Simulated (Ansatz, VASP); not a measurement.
# Sb (linear Sb chain) in two plane-wave programs

Aim: how closely do two programs agree when they are given the same cell, functional and k mesh? The structure shown is the end of the Ansatz relaxation below.

Program: Ansatz 0.2.0. Level of theory: plane waves, with VASP 6.6.1 beside it; single point at RPBE. Results are calculated unless marked as measured.

### Step 1. Set-up

The cell holds 1 atom: 1 Sb. Its edges and angles: a = 7.500 Å, b = 7.500 Å, c = 2.756 Å, α = 90.0°, β = 90.0°, γ = 90.0°. Vacuum lies along a and b. The structure's axis is c.

### Step 2. Ansatz: relaxation, RPBE

Ansatz runs on its default PAW (the set named soft_2) files.

This run makes the geometry at which the two programs are then compared.

input.yaml

```yaml
crystal:
  lattice:
    - [7.5, 0.0, 0.0]
    - [0.0, 7.5, 0.0]
    - [0.0, 0.0, 2.5854]
  atoms:
    - { symbol: Sb, position: [0.5, 0.5, 0.0], spin: 0.3 }
magnetization:
  spin_polarized: true
kpoints:
  mp_grid: { grid: [1, 1, 31] }
scf:
  occupations: { method: fermi_dirac, width: 0.05 }
hamiltonian:
  xc: rpbe
relax:
  cell: { fix: [a, b, alpha, beta, gamma] }
  max_steps: 60
```

On the command line:

```console
$ ansatz run input.yaml --threads 4 --pin off --max-ram 8192MiB --backend cpu --events-out ev --progress --plain --runs-dir out
```

Numbers of over 12 decimals in the logs are rounded to 6 here.

The program printed:

```text
Engine: ansatz 0.2.0, x86_64-unknown-linux-gnu
Pseudopotentials: kind: paw
Pseudopotential: Sb, paw, valence charge 15, recommended cutoff 420 eV (normal), Sb.paw.azcp
Functional definition: RPBE
  parameter kappa = 0.804
  parameter beta = 0.066725
  exchange = rpbe_x(kappa = kappa, mu = beta*pi^2/3)
  correlation = pbe_c(beta = beta)
Crystal: 1 atoms, lattice volume = 145.429 Å³
Basis set: ecut = 420 eV, 2857 PW (Γ), exchange–correlation on 108×108×36 points (8 copies of the dense FFT grid, shifted against one another)
Bands: 12, of which v1, the nominal top of the filled ones, is band 8 counted from 1 (7 counted from 0)
Symmetry: 16 space group operations
Space group: P4/mmm (ITA 123), of the structure as read, at distance tolerance 5.3e-5 Å
Magnetic group: BNS 123.339 (UNI 999), of the structure as read, at distance tolerance 5.3e-5 Å
k-points: 16 of 31
Non-local potential: Sb, projectors of the file, l = 0: 2, l = 1: 2, l = 2: 2, l = 3: 2
PAW form: soft (Blöchl's): semilocal exchange-correlation on the pseudo side does not see the compensation charge
PAW frozen core: Sb, regenerated for the run's functional, and the local potential with it (the file was generated under x = pbe(κ = 0.804, μ = 0.219515), c = pbe(β = 0.066725))
PAW one-centre angular grid: Sb, 590 points (default); XC on 64 Gauss nodes
Initial density: superposition of atomic densities (neutral atoms: chi_scale 0, normalization atom)
Starting moments: Σ|m| = 0.3 μB on 1 of 1 site
Initial wavefunctions: pseudopotential atomic-orbital guess
Functional: x = rpbe, c = pbe(β = 0.066725)
iter 1 solved again at ethr=5.67e-4 eV; its pass at ethr=3.10e-3 eV (dr2=8.51e-2 eV) is discarded
SCF iter   1: F=—  HF=-6492.106146 eV  |F-HF|=—  |Δ(HF+E_count)|=         —  Δρ=8.03e-3 (↑7.45e-3 ↓8.03e-3)  dr2=8.79e-2  dr2_m=6.77e-2  M=0.051 μB ∫|m|=0.051 μB  β_m=0.30  ethr=5.67e-4  ⟨swp⟩=1.0  Hψ=3437  notcnv=0
preconditioner: auto → LDOS  [metal: Δε(μ)=0.089 eV  Ē_g=9.601 eV  σ=0.050 eV  W_gap=0.39  n_scr=12 (ndim 8)  ℏωp=6.9 eV  f_vac=0.630  D(μ)=1.04/eV (n_scr^D=4)]
spin=Collinear: LDOS preconditioning applied to the charge; magnetization (m = ρ↑ − ρ↓) channel mixes plain (no charge-response kernel on spin).
SCF iter   2: F=—  HF=-6492.093893 eV  |F-HF|=—  |Δ(HF+E_count)|=   1.23e-2  Δρ=5.74e-3 (↑5.17e-3 ↓5.74e-3)  dr2=4.34e-2  dr2_m=3.38e-2  M=0.043 μB ∫|m|=0.043 μB  β_m=0.30  ethr=5.67e-4  ⟨swp⟩=2.1  Hψ=502  notcnv=0
SCF iter   3: F=—  HF=-6492.083159 eV  |F-HF|=—  |Δ(HF+E_count)|=   1.07e-2  Δρ=3.77e-3 (↑3.47e-3 ↓3.77e-3)  dr2=1.96e-3  dr2_m=1.69e-2  M=0.036 μB ∫|m|=0.036 μB  β_m=0.30  ethr=2.90e-4  ⟨swp⟩=3.0  Hψ=696  notcnv=0
SCF iter   4: F=—  HF=-6492.085598 eV  |F-HF|=—  |Δ(HF+E_count)|=   2.44e-3  Δρ=2.59e-3 (↑2.49e-3 ↓2.59e-3)  dr2=7.09e-4  dr2_m=8.49e-3  M=0.031 μB ∫|m|=0.031 μB  β_m=0.30  ethr=1.31e-5  ⟨swp⟩=2.0  Hψ=580  notcnv=0
SCF iter   5: F=—  HF=-6492.086676 eV  |F-HF|=—  |Δ(HF+E_count)|=   1.08e-3  Δρ=1.83e-3 (↑1.83e-3 ↓1.75e-3)  dr2=3.05e-5  dr2_m=4.27e-3  M=0.027 μB ∫|m|=0.027 μB  β_m=0.30  ethr=4.73e-6  ⟨swp⟩=2.0  Hψ=606  notcnv=0
SCF iter   6: F=—  HF=-6492.087083 eV  |F-HF|=—  |Δ(HF+E_count)|=   4.07e-4  Δρ=1.28e-3 (↑1.26e-3 ↓1.28e-3)  dr2=6.45e-6  dr2_m=2.15e-3  M=0.023 μB ∫|m|=0.023 μB  β_m=0.30  ethr=2.03e-7  ⟨swp⟩=2.5  Hψ=757  notcnv=0
SCF iter   7: F=—  HF=-6492.087285 eV  |F-HF|=—  |Δ(HF+E_count)|=   2.03e-4  Δρ=9.12e-4 (↑8.93e-4 ↓9.12e-4)  dr2=1.07e-6  dr2_m=1.09e-3  M=0.020 μB ∫|m|=0.020 μB  β_m=0.30  ethr=4.30e-8  ⟨swp⟩=2.2  Hψ=516  notcnv=0
Mixer restart at iter 7: flushing history
spin-set hold released at iteration 7 (site moments contracting): the magnetisation degrees of freedom join the quasi-Newton model from the next iteration; the mixer history was flushed
SCF iter   8: F=—  HF=-6492.087396 eV  |F-HF|=—  |Δ(HF+E_count)|=   1.11e-4  Δρ=6.48e-4 (↑6.38e-4 ↓6.48e-4)  dr2=5.01e-7  dr2_m=5.51e-4  M=0.017 μB ∫|m|=0.017 μB  β_m=0.65  ethr=7.17e-9  ⟨swp⟩=2.2  Hψ=561  notcnv=0
SCF iter   9: F=—  HF=-6492.087555 eV  |F-HF|=—  |Δ(HF+E_count)|=   1.59e-4  Δρ=4.92e-5 (↑4.75e-5 ↓4.92e-5)  dr2=2.93e-8  dr2_m=3.11e-6  M=0.007 μB ∫|m|=0.008 μB  β_m=0.82  ethr=3.34e-9  ⟨swp⟩=3.0  Hψ=718  notcnv=0
SCF iter  10: F=—  HF=-6492.087596 eV  |F-HF|=—  |Δ(HF+E_count)|=   4.14e-5  Δρ=2.99e-5 (↑2.90e-5 ↓2.99e-5)  dr2=3.78e-9  dr2_m=1.16e-6  M=0.005 μB ∫|m|=0.005 μB  β_m=0.91  ethr=1.95e-10  ⟨swp⟩=5.2  Hψ=1334  notcnv=0
SCF iter  11: F=—  HF=-6492.087604 eV  |F-HF|=—  |Δ(HF+E_count)|=   7.49e-6  Δρ=2.40e-6 (↑2.34e-6 ↓2.40e-6)  dr2=5.81e-9  dr2_m=5.39e-9  M=0.000 μB ∫|m|=0.000 μB  β_m=0.90  ethr=2.52e-11  ⟨swp⟩=5.5  Hψ=1355  notcnv=0
SCF iter  12: F=—  HF=-6492.087604 eV  |F-HF|=—  |Δ(HF+E_count)|=   3.67e-8  Δρ=7.55e-7 (↑7.55e-7 ↓6.43e-7)  dr2=1.27e-9  dr2_m=3.00e-10  M=0.000 μB ∫|m|=0.000 μB  β_m=0.83  ethr=2.52e-11  ⟨swp⟩=4.0  Hψ=1076  notcnv=0
[...]
SCF iter   5: F=-6492.187782 eV  HF=-6492.187782 eV  |F-HF|=8.45e-10  |Δ(HF+E_count)|=   3.75e-9  Δρ=4.63e-7 (↑4.36e-7 ↓4.63e-7)  dr2=2.05e-10  dr2_m=2.40e-10  M=-0.000 μB ∫|m|=0.000 μB  β_m=0.82  ethr=1.96e-11  ⟨swp⟩=1.3  Hψ=1152  notcnv=0
SCF iter   6: F=-6492.187782 eV  HF=-6492.187782 eV  |F-HF|=2.82e-11  |Δ(HF+E_count)|=   1.08e-9  Δρ=9.70e-8 (↑9.70e-8 ↓8.84e-8)  dr2=5.25e-12  dr2_m=1.14e-11  M=-0.000 μB ∫|m|=0.000 μB  ethr=1.37e-12  ⟨swp⟩=1.0  Hψ=1145  notcnv=0
the starting moments were not kept: the SCF closed with an absolute magnetisation of 6.0e-6 μB, where they sum to 0.3 μB in size (1 site). That is at most 0.1 of that sum. Measured as dr2_m measures the in/out step, that magnetisation stands 3.1e-12 eV from none, at or under the dr2_threshold of 1.0e-7 eV: it is no larger than a step whose dr2_m would equal this threshold.
SCF 4 converged in 6 iterations: F = -6492.187782 eV  dr2 = 5.25e-12
relax step   4: F+E_penalty+E_count = -6492.18778203 eV  Δ(F+E_penalty+E_count) = -8.006e-4 eV  max|allowed force component| = 0.000e0 eV/Å  Δτ_max = 0.0000 Å  P = +0.102 GPa  Ω = 155.440 Å³  energy of the carried Pulay correction = -4.612e-4 eV  fix = [a, b, alpha, beta, gamma]  reactions: a +0.224, b +0.224 GPa  (6 SCF iters, dr2 threshold 1.00e-7 eV, accepted)
[...]
relax step   5: F+E_penalty+E_count = -6492.18797381 eV  Δ(F+E_penalty+E_count) = -1.918e-4 eV  max|allowed force component| = 0.000e0 eV/Å  Δτ_max = 0.0000 Å  P = +0.152 GPa  Ω = 155.025 Å³  energy of the carried Pulay correction = -4.427e-4 eV  fix = [a, b, alpha, beta, gamma]  reactions: a +0.224, b +0.224 GPa  (6 SCF iters, dr2 threshold 5.08e-8 eV, accepted)
[...]
relax step   6: F+E_penalty+E_count = -6492.18824449 eV  Δ(F+E_penalty+E_count) = -2.707e-4 eV  max|allowed force component| = 0.000e0 eV/Å  Δτ_max = 0.0000 Å  P = +0.150 GPa  Ω = 155.025 Å³  fix = [a, b, alpha, beta, gamma]  reactions: a +0.223, b +0.223 GPa  stress off target by 3.61e-3 GPa on what of the cell is left free  SCF on the basis re-selected at this cell (its energy is not comparable with the rows above)  (5 SCF iters)
basis re-selected at this cell: Δ(F+E_penalty+E_count) = -2.707e-4 eV, ΔP = -0.002 GPa vs the last step (what re-selecting the basis moved, of the pressure what is left beyond the Pulay correction that the steps carried, after the strain that the cell walked since its last selection, with what the two solves' SCF thresholds leave and, on support functions, any second-order correction that the steps lacked; it is no measure of the basis error at this ecutwfc). The dense FFT grid was sized anew with the basis: this SCF ran on 54×54×20 points, the steps before it on 54×54×18, so part of this shift can come from that change (see relax.cell in the input reference). [rest of the remark cut]
SCF converged after 5 iterations
Magnetization: 0.0000 μB (7.5000 up, 7.5000 down)
Absolute magnetization: 0.0000 μB (∫|ρ↑−ρ↓|, with the PAW one-centre terms)
Spin contamination: 0.0000 ħ² per cell (⟨S²⟩ above its minimum at these occupations)
Per-site moments (μB) at R_I (Å): [(8.092007263584465e-8, 1.136853)]
Free energy (F): -6492.188244 eV
Harris-Foulkes:  -6492.188244 eV  (|F-HF|=2.36e-11)
Internal energy: -6492.179722 eV  (E = F + TS)
E sigma→0 (E₀):  -6492.183983 eV
Entropy (-TS):   -0.008523 eV (-8.523 meV/atom)
Fermi energy:    -1.927797 eV
--- Per-component energies (eV) ---
  E_band       = -337.032746
  E_kinetic    = 205.052884
  E_local      = -3359.106886  (includes V_loc(G=0)·N_el)
  E_nonlocal   = 361.278337
  E_hartree    = 1521.461452
  E_xc         = -137.134002
  E_vxc        = -93.787628  (∫ρ·V_xc dr)
  E_paw        = -4583.693647  (= ΣΔE_a)
  E_vpaw       = -493.392232  (= ΣTr[D̂ρ^β])
  E_aug_tail   = -0.000001  (compensation charges beyond the density's cutoff)
  E_ewald      = -500.028037
  E_core_change = -0.009821  (= ΣΔE_core)
  E_smearing   = -0.008523  (= −TS)
  E_closure    = -0.000000  (closes the sum)
  Σ components = -6492.188244   (vs F -6492.188244, Δ=0.00e0)
--- Forces (eV/Å), atoms counted from 1 ---
  atom   1  Sb     0.00000000     0.00000000     0.00000000
  max |Σ_I F_I| component: 1.01e-28 eV/Å
--- Stress (GPa, compression-positive) ---
        0.222539       0.000000       0.000000
        0.000000       0.222539       0.000000
        0.000000       0.000000       0.003609
  P = ⅓ Tr σ = 0.1496 GPa (1.496 kbar)
--- Relaxed structure (5 steps of the walk, 5 accepted, 1 SCFs on fresh bases) ---
  F+E_penalty+E_count = -6492.18824449 eV   max|allowed force component| = 0.000e0 eV/Å   (the final SCF, on the basis selected at the relaxed cell)
  cell:  # Å, volume = 155.0253 Å³
    - [7.5, 0.0, 0.0]
    - [0.0, 7.5, 0.0]
    - [0.0, 0.0, 2.756006]
  atoms:
    - { symbol: Sb, position: [0.5, 0.5, 0.0] }
```

### Step 3. VASP: single point, RPBE

The same cell, functional, mesh and smearing now go to VASP, with its own data sets.

Lines of VASP's logs that name or quote its potential files are left out, and so is its time.

INCAR

```
SYSTEM = Sb
PREC = Accurate
ENCUT = 500
EDIFF = 1E-06
NELM = 200
ISMEAR = -1
SIGMA = 0.05
LREAL = .FALSE.
ALGO = Normal
GGA = RP
NBANDS = 9
ISPIN = 2
MAGMOM = 0
LORBIT = 11
LWAVE = .FALSE.
LCHARG = .FALSE.
ISIF = 2
LASPH = .TRUE.
GGA_COMPAT = .FALSE.
```

POSCAR

```
Sb
1.0
    7.5000000000      0.0000000000      0.0000000000
    0.0000000000      7.5000000000      0.0000000000
    0.0000000000      0.0000000000      2.7560061322
Sb
1
Direct
    0.5000000000      0.5000000000      0.0000000000
```

KPOINTS

```
Automatic mesh
0
Gamma
1 1 31
0 0 0
```

The projector-augmented-wave data sets are Sb (PBE family, release 64).

On the command line:

```console
$ mpirun -np 1 vasp_std
```

The program printed:

```text
[banner, memory and clock lines left out]
running    1 mpi-ranks, on    1 nodes
 distrk:  each k-point on    1 cores,    1 groups
 distr:  one band on    1 cores,    1 groups

 POSCAR found type information on POSCAR Sb
 POSCAR found :  1 types and       1 ions
|                                                                             |
|               ----> ADVICE to this user running VASP <----                  |
|                                                                             |
|     You enforced a specific xc type in the INCAR file but a different       |
|     [... a line on the potential file left out ...]
|     I HOPE YOU KNOW WHAT YOU ARE DOING!                                     |
|                                                                             |

 LDA part: xc-table for (Slater+PW92), standard interpolation
 POSCAR, INCAR and KPOINTS ok, starting setup
 FFT: planning ... GRIDC
 FFT: planning ... GRID_SOFT
 FFT: planning ... GRID
 WAVECAR not read
 entering main loop
       N       E                     dE             d eps       ncg     rms          rms(c)
DAV:   1     0.182290908923E+02    0.18229E+02   -0.12745E+03   576   0.295E+02
DAV:   2    -0.165720062459E+01   -0.19886E+02   -0.16207E+02   719   0.485E+01
DAV:   3    -0.279112450120E+01   -0.11339E+01   -0.10998E+01   673   0.149E+01
DAV:   4    -0.280840291397E+01   -0.17278E-01   -0.17275E-01   688   0.244E+00
DAV:   5    -0.280889657718E+01   -0.49366E-03   -0.49366E-03   710   0.423E-01    0.175E+00
DAV:   6    -0.279023267126E+01    0.18664E-01   -0.12461E-02   649   0.456E-01    0.101E+00
DAV:   7    -0.278002875595E+01    0.10204E-01   -0.26884E-02   650   0.653E-01    0.808E-02
DAV:   8    -0.277945418511E+01    0.57457E-03   -0.10492E-03   593   0.201E-01    0.452E-02
DAV:   9    -0.277958191326E+01   -0.12773E-03   -0.24862E-04   580   0.910E-02    0.303E-02
DAV:  10    -0.277969387183E+01   -0.11196E-03   -0.45769E-05   578   0.450E-02    0.195E-02
DAV:  11    -0.277979720378E+01   -0.10333E-03   -0.61857E-05   596   0.466E-02    0.177E-02
DAV:  12    -0.277982769526E+01   -0.30491E-04   -0.29419E-05   584   0.282E-02    0.503E-03
DAV:  13    -0.277984472381E+01   -0.17029E-04   -0.60081E-06   584   0.122E-02    0.163E-03
DAV:  14    -0.277985507652E+01   -0.10353E-04   -0.22046E-06   588   0.698E-03    0.200E-03
DAV:  15    -0.277985567458E+01   -0.59806E-06   -0.46863E-07   599   0.348E-03
   1 F= -.27798557E+01 E0= -.27754633E+01  d E =-.878466E-02  mag=     0.0000
```

Parts of OUTCAR (step 3):

```text
ion  position               nearest neighbor table
   1  0.500  0.500  0.000-

  LATTYP: Found a simple tetragonal cell.
 ALAT       =     7.5000000000
 C/A-ratio  =     0.3674674843

 Subroutine GETGRP returns: Found 16 space group operations
 (whereof 16 operations were pure point group operations)

The static configuration has the point symmetry D_4h.

 Found     16 irreducible k-points:

   k-points           NKPTS =     16   k-points in BZ     NKDIM =     16   number of bands    NBANDS=      9

   dimension x,y,z NGX =    56 NGY =   56 NGZ =   20
   dimension x,y,z NGXF=   112 NGYF=  112 NGZF=   40

   ENCUT  =  500.0 eV  36.75 Ry    6.06 a.u.  13.67 13.67  5.02*2*pi/ulx,y,z

   NELECT =       5.0000    total number of electrons

 k-points in reciprocal lattice and weights: Automatic mesh
   0.00000000  0.00000000  0.00000000       0.032
   0.00000000  0.00000000  0.03225806       0.065
   0.00000000  0.00000000  0.06451613       0.065
   0.00000000  0.00000000  0.09677419       0.065
   0.00000000  0.00000000  0.12903226       0.065
   0.00000000  0.00000000  0.16129032       0.065
   0.00000000  0.00000000  0.19354839       0.065
   0.00000000  0.00000000  0.22580645       0.065
   0.00000000  0.00000000  0.25806452       0.065
[...]
0.00000000  0.00000000  0.45161290       0.065
   0.00000000  0.00000000  0.48387097       0.065

 average (electrostatic) potential at core
       1 -95.1471

 E-fermi :  -2.4751

 spin component 1
 k-point     1 :       0.0000    0.0000    0.0000
  band No.  band energies     occupation
      1     -12.6998      1.00000
      2      -4.0783      1.00000
      3      -4.0783      1.00000
      4       0.6681      0.00000
      5       2.0913      0.00000
      6       3.3826      0.00000
      7       3.9298      0.00000
      8       3.9298      0.00000
    ...

 k-point     2 :       0.0000    0.0000    0.0323
  band No.  band energies     occupation
      1     -12.6786      1.00000
      2      -4.0563      1.00000
      3      -4.0563      1.00000
      4       0.6881      0.00000
      5       2.1114      0.00000
      6       3.4021      0.00000
      7       3.9505      0.00000
      8       3.9505      0.00000
    ...

 k-point     3 :       0.0000    0.0000    0.0645
  band No.  band energies     occupation
      1     -12.6151      1.00000
      2      -3.9906      1.00000
      3      -3.9906      1.00000
      4       0.7479      0.00000
      5       2.1719      0.00000
      6       3.4608      0.00000
      7       4.0124      0.00000
      8       4.0124      0.00000
    ...

 k-point     4 :       0.0000    0.0000    0.0968
  band No.  band energies     occupation
      1     -12.5091      1.00000
      2      -3.8817      1.00000
      3      -3.8817      1.00000
      4       0.8473      0.00000
      5       2.2726      0.00000
      6       3.5585      0.00000
      7       4.1155      0.00000
      8       4.1155      0.00000
    ...

 k-point     5 :       0.0000    0.0000    0.1290
  band No.  band energies     occupation
      1     -12.3605      1.00000
      2      -3.7303      1.00000
      3      -3.7303      1.00000
      4       0.9849      0.00000
      5       2.4136      0.00000
      6       3.6000      0.00000
      7       3.6952      0.00000
      8       4.2592      0.00000
    ...

 k-point     6 :       0.0000    0.0000    0.1613
  band No.  band energies     occupation
      1     -12.1689      1.00000
      2      -3.5377      1.00000
      3      -3.5377      1.00000
      4       1.1549      0.00000
      5       2.5615      0.00000
      6       2.5948      0.00000
      7       3.8710      0.00000
      8       4.4430      0.00000
    ...

  Total        0.2153669      0.2153669      0.0015248      0.0000000     -0.0000000      0.0000000
  in kB        2.2258031      2.2258031      0.0157592      0.0000000     -0.0000000      0.0000000
  external PRESSURE =       1.4891218 kB  Pullay stress =       0.0000000 kB

  energy-cutoff  :      500.00
  volume of cell :      155.03
      direct lattice vectors                 reciprocal lattice vectors
     7.500000000  0.000000000  0.000000000     0.133333333  0.000000000  0.000000000
     0.000000000  7.500000000  0.000000000     0.000000000  0.133333333  0.000000000
     0.000000000  0.000000000  2.756006132     0.000000000  0.000000000  0.362843895

 POSITION                                       TOTAL-FORCE (eV/Angst)
 -----------------------------------------------------------------------------------
      3.75000      3.75000      0.00000         0.000000      0.000000      0.000000
 -----------------------------------------------------------------------------------
    total drift:                               -0.000000     -0.000000      0.000000

  FREE ENERGIE OF THE ION-ELECTRON SYSTEM (eV)
  ---------------------------------------------------
  free  energy   TOTEN  =        -2.7798556746 eV

  energy  without entropy=       -2.7710710143  energy(sigma->0) =       -2.77546334

 total charge
# of ion       s       p       d       tot
------------------------------------------
    1        1.218   1.127   0.022   2.368

 magnetization (x)
# of ion       s       p       d       tot
------------------------------------------
    1       -0.000   0.000   0.000   0.000

[... 6 further parts left out ...]
```

### Step 4. Side by side

Known differences besides the potentials themselves: the data sets hold 15 valence electrons in Ansatz (on its default PAW (the set named soft_2) files) and 5 in VASP; the cutoff is 420 eV in Ansatz and 500 eV in VASP; Ansatz makes its cores anew for this functional, VASP keeps those of its PBE data sets; Ansatz's pressure holds a Pulay correction, VASP's none. Total energies have different zeros and are not compared.

The two programs side by side:

```csv
quantity,Ansatz,VASP,difference
pressure (GPa),0.15,0.15,0.00
```

### Step 5. What came out

* difference in pressure (single point, RPBE): 6.5e-4 GPa

**Reading.** The difference in pressure is 6.5e-4 GPa (single point, RPBE), within the 1 GPa picked in this series as the mark of a large difference. The data sets hold unlike numbers of valence electrons (15 in Ansatz and 5 in VASP), so part of the differences comes from the potentials. Such differences can come from data sets, numerical settings and the points named under the comparisons, not from the functional's error against experiment.

[Lines on the potential files, build, host, timing and source positions are cut from VASP's logs without a mark.]

[Logs are printed without paths, hosts, clocks, repeated set-up lines and the standing remarks that a program may print on its own settings, such as how far it seeks lower states.]

[Hosts, paths, dates, database ids (printed as entryN), source tags and the programs' standing remarks are cut or masked in the printed files.]
